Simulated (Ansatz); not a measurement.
# CuO: the cost of one run

Computed with Ansatz 0.2.0 (DFT PBE+U, scalar-relativistic, plane waves, PAW, unless a step's input says otherwise).

4 further runs of the same task are left out: 1 that didn't finish, 3 set aside as unsound or not needed.

**1. The structure to begin with**

It takes space group Cccm (No. 66, orthorhombic). The conventional cell has a = 4.178 Å, b = 4.204 Å, c = 5.174 Å, α = 90.00°, β = 90.00°, γ = 90.00°. Around Cu (site symmetry 2/m) lie 4 O at 1.97 Å. Around O (site symmetry 222) lie 4 Cu at 1.97 Å.

As a file:

```xyz
8
Lattice="-2.0892 2.1018 0.0000 -2.0892 -2.1018 0.0000 0.0000 0.0000 10.3472" Properties=species:S:1:pos:R:3 pbc="T T T"
Cu   -3.1338    1.0509    0.0000
Cu   -3.1338    1.0509    5.1736
Cu   -3.1338   -1.0509    2.5868
Cu   -3.1338   -1.0509    7.7604
O    -2.0892    0.0000    1.2934
O    -2.0892    0.0000    6.4670
O    -2.0892    0.0000    3.8802
O    -2.0892    0.0000    9.0538
```

It goes back to an entry of the Materials Project, which need not be the stable form.

It is built from the cell relaxed beforehand with the same method (11.36 Å³/atom).

**2. Zero of the scan**

input.yaml

```yaml
crystal:
  lattice:
    - [-2.0891997918, 2.101767403, 0.0]
    - [-2.0891997918, -2.101767403, 0.0]
    - [0.0, 0.0, 10.3472134853]
  atoms:
    - { symbol: Cu, position: [1.0, 0.5, 0.0] }
    - { symbol: Cu, position: [1.0, 0.5, 0.5] }
    - { symbol: Cu, position: [0.5, 1.0, 0.25] }
    - { symbol: Cu, position: [0.5, 1.0, 0.75] }
    - { symbol: O, position: [0.5, 0.5, 0.125] }
    - { symbol: O, position: [0.5, 0.5, 0.625] }
    - { symbol: O, position: [0.5, 0.5, 0.375] }
    - { symbol: O, position: [0.5, 0.5, 0.875] }
basis:
  ecutwfc: 420
kpoints:
  mp_grid: { grid: [16, 16, 5] }
hamiltonian:
  xc: pbe
  hubbard: { sites: [{ species: Cu, l: d, u_eff: 4.0 }] }
scf:
  occupations: { method: gaussian, width: 0.15 }
output:
  forces: true
  stress: true
  eigenvalues: true
```

On the command line:

```console
$ ansatz run input.yaml --threads 2 --pin off --max-ram 5120MiB --backend cpu --events-out ev --progress --plain --runs-dir out
```

Q: Estimate wall time and peak memory on 2 threads of Arm Neoverse V2, shared host.

About 42 s, with a peak of 1.6 GiB.
